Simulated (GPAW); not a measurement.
Runs of GPAW 26.7.0 on CO2. The structure is orthorhombic, space group Cmce (No. 64). The conventional cell has a = 5.272 Å, b = 4.775 Å, c = 6.587 Å, α = 90.00°, β = 90.00°, γ = 90.00°. Around O (site symmetry m) lie 1 C at 1.17 Å. C (site symmetry 2/m) is surrounded by 2 O at 1.17 Å. The cell comes from a database or a generator and needn't be the stable form of this composition.

```tsv
task	level	potentials or basis	smearing	response ecut	maxiter	response k mesh	response bands	kernels	gap on the mesh (eV)	pressure (GPa)	largest force (eV/Å)
dielectric tensor	LDA	the program's PAW data sets (release 1.2.1) made for this functional, pw	fermi-dirac 0.001 eV	80 eV	150	9 × 9 × 5	64	["RPA", "ALDA", "LR0.1"]	6.34	-	-
dielectric tensor	PBEsol	PAW data sets generated in the run's folder for this functional, pw	fermi-dirac 0.001 eV	80 eV	150	9 × 9 × 5	64	["RPA", "LR0.1", "LR0.3"]	6.56	-	-
single point	PBEsol	PAW data sets generated in the run's folder for this functional, pw	fermi-dirac 0.05 eV	-	120	-	-	-	6.56	-2.9	0.18
single point	LDA	the program's PAW data sets (release 1.2.1) made for this functional, pw	fermi-dirac 0.05 eV	-	120	-	-	-	6.34	(a)	0.30
```

Alike in all rows: no spin polarisation; cell as given; k mesh 6 × 6 × 4; cutoff (eV) 600.

Question: Estimate the missing entries.

Answer: (a) -6.6.

Caveats: the long-wavelength limit can be off by a per cent or two (some runs); an odd mesh through Γ misses points on the zone boundary, where band edges often lie (some runs); the cutoff is short for stress and forces, so pressures can be off by a GPa or more (some runs).
